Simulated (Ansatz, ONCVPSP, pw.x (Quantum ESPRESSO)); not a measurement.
pw.x on fcc Mo: one setting changed

Potential: optimised norm-conserving Vanderbilt (ONCV), ONCVPSP 4.0.1.1 (patched build), PBE; core [Ar] 3d10, reference 4s2 4p6 4d5 5s1; waves: 4s+5s: rc 1.80 bohr, ncon 4, nbas 7, qcut 7.3 1/bohr, 2 projectors; 4p: rc 1.20 bohr, ncon 3, nbas 7, qcut 7.8 1/bohr, 1 projector; 4d: rc 1.80 bohr, ncon 4, nbas 8, qcut 5.9 1/bohr, 2 projectors, debl 1.6 Ha; local part: polynomial inside 0.95 bohr (lpopt 5, dvloc0 3 Ha); core correction: Teter function, fcfact 2.75, rcfact 1.65.

The reference run (k-mesh 14³, cutoffs 165/660 Ry, Fermi–Dirac 0.01 Ry, mixing_beta 0.4, conv_thr 1e-9, no spin) gives -0.47 GPa at 16.027 Å³/atom, where all-electron LAPW gives 0.44 GPa. This run, with its own iteration cap, changes nspin = 2 with starting_magnetization to 0.5.

```
&control
  calculation='scf', prefix='x', pseudo_dir='./', outdir='./tmp', tstress=.true., disk_io='none'
/
&system
  ibrav=0, nat=1, ntyp=1, ecutwfc=165, ecutrho=660, nbnd=15,
  occupations='smearing', smearing='fd', degauss=0.01, nspin=2, starting_magnetization(1)=0.5
/
&electrons
  conv_thr=1e-09, mixing_beta=0.4, electron_maxstep=50
/
ATOMIC_SPECIES
Mo 1.0 Mo.UPF
CELL_PARAMETERS angstrom
  0.00000000 2.00112437 2.00112437
  2.00112437 0.00000000 2.00112437
  2.00112437 2.00112437 0.00000000
ATOMIC_POSITIONS crystal
Mo 0.0000 0.0000 0.0000
K_POINTS automatic
14 14 14 0 0 0
```

```bash
pw.x < Mo.scf.in > Mo.scf.out
```

Problem. How does the run end?

Solution. It converges in 11 iterations; the free energy moves by +0.0 meV/atom and the pressure by -0.01 GPa. The result is that of the reference run.

```
Message from routine setup:
     using ibrav=0 with symmetry is DISCOURAGED, use correct ibrav instead
     lattice parameter (alat)  =       5.3480  a.u.
     unit-cell volume          =     108.1556 (a.u.)^3
     number of electrons       =        14.00
     number of Kohn-Sham states=           15
     kinetic-energy cutoff     =     165.0000  Ry
     charge density cutoff     =     660.0000  Ry
     scf convergence threshold =      1.0E-09
     Exchange-correlation= PBE
     atomic species   magnetization
     number of k points=   104  Fermi-Dirac smearing, width (Ry)=  0.0100
     iteration #  1     ecut=   165.00 Ry     beta= 0.40
     total energy              =    -143.77133600 Ry
     estimated scf accuracy    <       0.35237062 Ry
     total magnetization       =     2.23 Bohr mag/cell
     absolute magnetization    =     2.23 Bohr mag/cell
     iteration #  2     ecut=   165.00 Ry     beta= 0.40
     total energy              =    -143.91807261 Ry
     estimated scf accuracy    <       0.13503592 Ry
     total magnetization       =     1.76 Bohr mag/cell
     absolute magnetization    =     1.76 Bohr mag/cell
     iteration #  3     ecut=   165.00 Ry     beta= 0.40
     total energy              =    -143.96753802 Ry
     estimated scf accuracy    <       0.01112913 Ry
     total magnetization       =     0.76 Bohr mag/cell
     absolute magnetization    =     0.76 Bohr mag/cell
     iteration #  4     ecut=   165.00 Ry     beta= 0.40
     total energy              =    -143.97852591 Ry
     estimated scf accuracy    <       0.00067680 Ry
     total magnetization       =     0.19 Bohr mag/cell
     absolute magnetization    =     0.20 Bohr mag/cell
     iteration #  5     ecut=   165.00 Ry     beta= 0.40
     total energy              =    -143.97886368 Ry
     estimated scf accuracy    <       0.00042100 Ry
     total magnetization       =     0.19 Bohr mag/cell
     absolute magnetization    =     0.19 Bohr mag/cell
     iteration #  6     ecut=   165.00 Ry     beta= 0.40
     total energy              =    -143.98021606 Ry
     estimated scf accuracy    <       0.00003446 Ry
     total magnetization       =    -0.01 Bohr mag/cell
     absolute magnetization    =     0.01 Bohr mag/cell
     iteration #  7     ecut=   165.00 Ry     beta= 0.40
     total energy              =    -143.98022064 Ry
     estimated scf accuracy    <       0.00000637 Ry
     total magnetization       =    -0.01 Bohr mag/cell
     absolute magnetization    =     0.01 Bohr mag/cell
     iteration #  8     ecut=   165.00 Ry     beta= 0.40
     total energy              =    -143.98022715 Ry
     estimated scf accuracy    <       0.00000011 Ry
     total magnetization       =    -0.00 Bohr mag/cell
     absolute magnetization    =     0.00 Bohr mag/cell
     iteration #  9     ecut=   165.00 Ry     beta= 0.40
     total energy              =    -143.98022723 Ry
     estimated scf accuracy    <       0.00000001 Ry
     total magnetization       =    -0.00 Bohr mag/cell
     absolute magnetization    =     0.00 Bohr mag/cell
     iteration # 10     ecut=   165.00 Ry     beta= 0.40
     total energy              =    -143.98022725 Ry
     estimated scf accuracy    <          1.0E-09 Ry
     total magnetization       =     0.00 Bohr mag/cell
     absolute magnetization    =     0.00 Bohr mag/cell
     iteration # 11     ecut=   165.00 Ry     beta= 0.40
     the Fermi energy is    20.3260 ev
!    total energy              =    -143.98022725 Ry
     estimated scf accuracy    <          1.5E-10 Ry
     smearing contrib. (-TS)   =      -0.00586267 Ry
     The total energy is F=E-TS. E is the sum of the following terms:
     one-electron contribution =     -18.61718592 Ry
     hartree contribution      =      18.31352767 Ry
     xc contribution           =     -24.85348188 Ry
     ewald contribution        =    -118.81722445 Ry
     total magnetization       =     0.00 Bohr mag/cell
     absolute magnetization    =     0.00 Bohr mag/cell
     convergence has been achieved in  11 iterations
          total   stress  (Ry/bohr**3)                   (kbar)     P=       -4.78
     Message from routine punch:
     Nothing written, as per user request (disk_io='none')
```

The run took about 2.4 min on one core of a shared host (Intel(R) Xeon(R) Platinum 8488C, 192 threads, 744 GiB, load 84).
